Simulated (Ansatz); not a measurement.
# B: the cost of one run

Method: DFT PBE, scalar-relativistic, plane waves, PAW, in Ansatz 0.2.0.

1 further run of the same task is left out (it didn't finish). Runs told in other sessions of the task aren't counted.

### 1 The starting structure

The structure is hexagonal, space group P6_3/mmc (No. 194). Conventional cell: a = 1.712 Å, b = 1.712 Å, c = 8.100 Å, α = 90.00°, β = 90.00°, γ = 120.00°. Around B (site symmetry -6m2) lie 6 B at 1.71 Å.

As a file:

```xyz
2
Lattice="1.7119 0.0000 0.0000 -0.8560 1.4826 0.0000 0.0000 0.0000 8.1001" Properties=species:S:1:pos:R:3 pbc="T T T"
B     0.8560    0.4942    2.0250
B     0.0000    0.9884    6.0751
```

It is the end of an earlier relaxation with the same method, from a database cell with other species swapped in; it is a trial structure. At a tolerance of 0.05 Å it has space group P6_3/mmc (No. 194); it has 10.28 Å³/atom, an uncorrected energy of +0.71 eV/atom over the standard state.

### 2 Static run: bands, density of states and charges

The input, input.yaml:

```yaml
crystal:
  lattice:
    - [1.7119071346, 0.0, 0.0]
    - [-0.8559535673, 1.4825550675, 0.0]
    - [0.0, 0.0, 8.1000893813]
  atoms:
    - { symbol: B, position: [0.6666666667, 0.3333333333, 0.25] }
    - { symbol: B, position: [0.3333333333, 0.6666666667, 0.75] }
basis:
  ecutwfc: 420
kpoints:
  mp_grid: { grid: [36, 36, 8] }
  band_path:
    path:
      - [[0.0, 0.0, 0.0], [0.5, 0.0, 0.0], [0.33333333, 0.33333333, 0.0], [0.0, 0.0, 0.0], [0.0, 0.0, 0.5], [0.5, 0.0, 0.5], [0.33333333, 0.33333333, 0.5], [0.0, 0.0, 0.5]]
      - [[0.5, 0.0, 0.5], [0.5, 0.0, 0.0]]
      - [[0.33333333, 0.33333333, 0.5], [0.33333333, 0.33333333, 0.0]]
    npoints: 14
hamiltonian:
  xc: pbe
scf:
  occupations: { method: gaussian, width: 0.1 }
  n_extra_bands: 6
output:
  forces: true
  stress: true
  eigenvalues: true
  populations: true
  dos: { projected: true, de: 0.02, nscf_kmesh: { grid: [44, 44, 10] } }
  bader: true
  write_density: true
  write_potential: true
  elf: true
  volumetric_format: npy
```

Command:

```bash
> ansatz run input.yaml --threads 1 --pin off --max-ram 2560MiB --backend cpu --events-out ev --progress --plain --runs-dir out
```

What time and memory should one allow on 1 thread of Intel Xeon at 2.50GHz (Skylake/Cascade Lake), shared host?

About 59 s, with a peak of 0.43 GiB.
